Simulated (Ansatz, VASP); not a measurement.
One calculation of HgTe, two programs

INCAR

```
SYSTEM = HgTe
PREC     = Accurate       ! precision mode
ENCUT    = 520            ! plane-wave cutoff, eV
EDIFF    = 1E-6           ! SCF threshold, eV
ISMEAR   = -1             ! smearing method
SIGMA    = 0.08           ! smearing width, eV
LREAL    = .False.        ! projectors in reciprocal space
LASPH    = .True.         ! aspherical terms in the spheres
NELM     = 60             ! most SCF steps
ALGO     = Normal         ! electronic algorithm
ISIF     = 2              ! what is computed and relaxed
LWAVE    = .False.        ! write WAVECAR
LCHARG   = .True.         ! write CHGCAR
GGA      = CA             ! functional
LELF     = .True.         ! ELF
LVHAR    = .True.       
NBANDS   = 16             ! bands
```

Contents of KPOINTS:

```
regular mesh
0
Gamma
  10 10 10
  0 0 0
```

POSCAR

```
HgTe
1.0
    0.0000000000      2.8922850000      2.9215000000
    2.8922850000      0.0000000000      2.9215000000
    2.8922850000      2.8922850000      0.0000000000
Hg Te
1 1
Direct
    0.0000000000      0.0000000000      0.0000000000
    0.5000000000      0.5000000000      0.5000000000
```

Input for Ansatz:

```yaml
crystal:
  lattice:
    - [0.0, 2.892285, 2.9215]
    - [2.892285, 0.0, 2.9215]
    - [2.892285, 2.892285, 0.0]
  atoms:
    - { symbol: Hg, position: [0.0, 0.0, 0.0] }
    - { symbol: Te, position: [0.5, 0.5, 0.5] }
kpoints:
  mp_grid: { grid: [10, 10, 10] }
  band_path:
    path:
      - [0.0, 0.0, 0.0]
      - [0.0, 0.5, 0.5]
      - [0.25, 0.75, 0.5]
      - [0.0, 0.5, 0.0]
      - [0.0, 0.0, 0.0]
      - [0.5, 0.5, 0.0]
      - [0.3725125, 0.6274875, 0.0]
      - [-0.3725125, 0.3725125, 0.0]
      - [0.0, 0.0, 0.0]
    npoints: 5
scf:
  occupations: { method: fermi_dirac, width: 0.08 }
hamiltonian:
  xc: lda
  pseudopotentials: { kind: all_electron, lapw: { basis_error: 0.001 } }
output:
  forces: true
  stress: true
  eigenvalues: true
```

Change from the starting cell: equal xx and yy strain of -1 %.

Alike in both runs: task single point; functional LDA; k mesh 10 × 10 × 10; occupations fermi-dirac, width 0.08 eV; no spin polarisation.

|  | VASP | Ansatz |
| --- | --- | --- |
| version | VASP 6.6.1 | Ansatz 0.2.0 |
| potentials or method | VASP PAW LDA potentials, release 64 (Hg, Te) | all-electron LAPW, scalar-relativistic |
| plane-wave cutoff (eV) | 520 | see its input |

Ansatz gave:

| Item | Value |
| --- | --- |
| pressure (GPa) | 5.7 |
| largest component of the traceless stress (GPa) | 0.94 |

Question: Estimate VASP's values.

Answer: Pressure (GPa): 6.3; largest component of the traceless stress (GPa): 0.98.

Ansatz ran all-electron here, so the differences hold the error of VASP's frozen core and of both bases.

The runs have no spin-orbit coupling, so splittings on Hg, Te are missing.
